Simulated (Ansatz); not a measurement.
# TiO2 (CdI2 type): how the settings move a single-point run

Aim: see which settings change the result for TiO2 (CdI2 type), by how much, and at what cost.

Computed with Ansatz 0.2.0 (reference: DFT, PBE, all-electron LAPW, scalar-relativistic, unless a step's input says otherwise).

## 1. Starting point

Symmetry: P-3m1, No. 164, trigonal system. The conventional cell has a = 2.989 Å, b = 2.989 Å, c = 5.493 Å, α = 90.00°, β = 90.00°, γ = 120.00°. Ti (site symmetry -3m) has 6 O at 1.98 Å as nearest neighbours. O (site symmetry 3m) is surrounded by 3 Ti at 1.98 Å.

Coordinates:

```xyz
3
Lattice="2.9894 0.0000 0.0000 -1.4947 2.5889 0.0000 0.0000 0.0000 5.4932" Properties=species:S:1:pos:R:3 pbc="T T T"
Ti    0.0000    0.0000    0.0000
O     0.0000    1.7259    0.9649
O     1.4947    0.8630    4.5282
```

## 2. Baseline

File input.yaml:

```yaml
crystal:
  lattice:
    - [2.9893869978, 0.0, 0.0]
    - [-1.494693499, 2.5888850819, 0.0]
    - [0.0, 0.0, 5.493151158]
  atoms:
    - { symbol: Ti, position: [0.0, 0.0, 0.0] }
    - { symbol: O, position: [0.3333333333, 0.6666666667, 0.1756580322] }
    - { symbol: O, position: [0.6666666667, 0.3333333333, 0.8243419678] }
kpoints:
  mp_grid: { grid: [13, 13, 7] }
  band_path:
    path:
      - [0.0, 0.0, 0.0]
      - [0.5, 0.0, 0.0]
      - [0.3333333333, 0.3333333333, 0.0]
      - [0.0, 0.0, 0.0]
      - [0.0, 0.0, 0.5]
      - [0.5, 0.0, 0.5]
      - [0.3333333333, 0.3333333333, 0.5]
      - [0.0, 0.0, 0.5]
      - [0.5, 0.0, 0.5]
    npoints: 14
scf:
  occupations: { method: fermi_dirac, width: 0.05 }
hamiltonian:
  xc: pbe
  pseudopotentials: { kind: all_electron, lapw: { basis_error: 0.001 } }
output:
  forces: true
  stress: true
  eigenvalues: true
  populations: true
  dos: { projected: true, de: 0.2, e_range: [-14, 8] }
```

The run is started by

```sh
$ ansatz run input.yaml --threads 1 --pin off --max-ram 3072MiB --backend cpu --events-out ev --progress --plain --runs-dir out
```

## 3. Changing settings: mp_grid.grid [4, 4, 2], occupations.width 0.001, lower_state_search standard

input.yaml, as its differences from that of step 2:

```diff
@@ -10,3 +10,3 @@
 kpoints:
-  mp_grid: { grid: [13, 13, 7] }
+  mp_grid: { grid: [4, 4, 2] }
   band_path:
@@ -24,3 +24,4 @@
 scf:
-  occupations: { method: fermi_dirac, width: 0.05 }
+  occupations: { method: fermi_dirac, width: 0.001 }
+  lower_state_search: standard
 hamiltonian:
@@ -33,2 +34 @@
   populations: true
-  dos: { projected: true, de: 0.2, e_range: [-14, 8] }
```

Q: Predict the outcome of this session. Wanted: for each run, ending; energy change; pressure; gap; force.

**Answer**, as computed:

```csv
run,ending,energy change,pressure (GPa),gap (eV),force (eV/Å),cycles,time
reference,converged,0,0.0,2.65,0.00,10,75 s
"1: mp_grid.grid [4, 4, 2], occupations.width 0.001, lower_state_search standard",converged,+8.1 meV/atom (σ→0),0.2,2.67,0.01,10,22 s
```

Times don't compare one to one where runs were asked for different outputs or read a saved state (see the inputs); cycles may leave out searches for a lower state.

Residual by cycle in the longest SCF loop of each run; runs are numbered as in the table. The quantity is the density residual dr2, in eV.

```csv
cycle,reference,run 1
1,9.53,9.54
2,67.8,69.2
3,3.57,4.11
4,0.224,1.13
5,0.0377,0.718
6,0.0118,0.0206
7,2.2e-4,0.0022
8,1.4e-5,1.2e-4
9,5.5e-7,1.8e-5
10,6.0e-10,5.4e-9
```

Changing the k-point mesh, smearing and search for lower states moves the energy by +8.1 meV/atom (σ→0 values).

The gaps are Kohn-Sham values of a semilocal functional, not quasiparticle or optical gaps. Such gaps usually fall short of the measured ones.
